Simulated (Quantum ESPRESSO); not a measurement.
## CuI under changes of volume

One of the cells (27.401 Å³/atom); the others are scaled copies at fixed shape and fractional positions:

```xyz
4
Lattice="4.0902 0.0000 0.0000 0.0000 4.0902 0.0000 0.0000 0.0000 6.5515" Properties=species:S:1:pos:R:3 pbc="T T T"
I     0.0000    2.0451    4.8680
I     2.0451    0.0000    1.6835
Cu    0.0000    0.0000    0.0000
Cu    2.0451    2.0451    0.0000
```

Measurements of this composition are mostly on another form, of space group No. 216.

| Quantity | Value |
| --- | --- |
| Program | Quantum ESPRESSO 7.5 |
| Functional | PBE |
| Potentials or basis | SSSP 1.3 efficiency PBE |
| Cutoff | 748 eV |
| Density cutoff | 5987 eV |
| k mesh | 7 × 7 × 4 |
| Occupations | fermi-dirac, width 0.05 eV |
| Spin | no spin polarisation |

```csv
volume (Å³/atom),energy over the lowest point (meV/atom),pressure (GPa),gap on the mesh (eV),largest force (eV/Å)
25.757,37.55,4.9,1.70,0.851
26.305,22.51,3.6,1.66,0.621
26.853,11.67,2.5,1.62,0.411
27.401,4.58,1.4,1.58,0.219
27.949,0.82,0.5,1.55,0.044
28.497,0.00,-0.3,1.52,0.115
29.045,?,?,?,?
```

Problem. What does the run at 29.045 Å³/atom give?

Solution. Energy over the lowest point 1.79 meV/atom; pressure -1.0 GPa; gap on the mesh 1.49 eV; largest force 0.261 eV/Å.

Worked out: A Birch-Murnaghan fit of order 3 (a polynomial in V^(-2/3)) to the other rows has its minimum at 28.38 Å³/atom with B0 = V·E''(V) = 41 GPa and B' = 5.1 at fixed shape and positions, which overstates the stiffness. It gives 1.81 meV/atom at 29.045 Å³/atom, against the run's 1.79, and -dE/dV = -0.9 GPa, against -1.0. A straight line through the other rows of the gap, of slope -1.8 eV per unit of ln V (its deformation potential), extrapolates to 1.48 eV, against the run's 1.49.

Energies are extrapolated to zero smearing.

Caveats: spin-orbit coupling is left out, which moves the levels of the heavy elements; this functional lacks dispersion, which binds the layers, so the pressure and a relaxed spacing across them are unreliable.
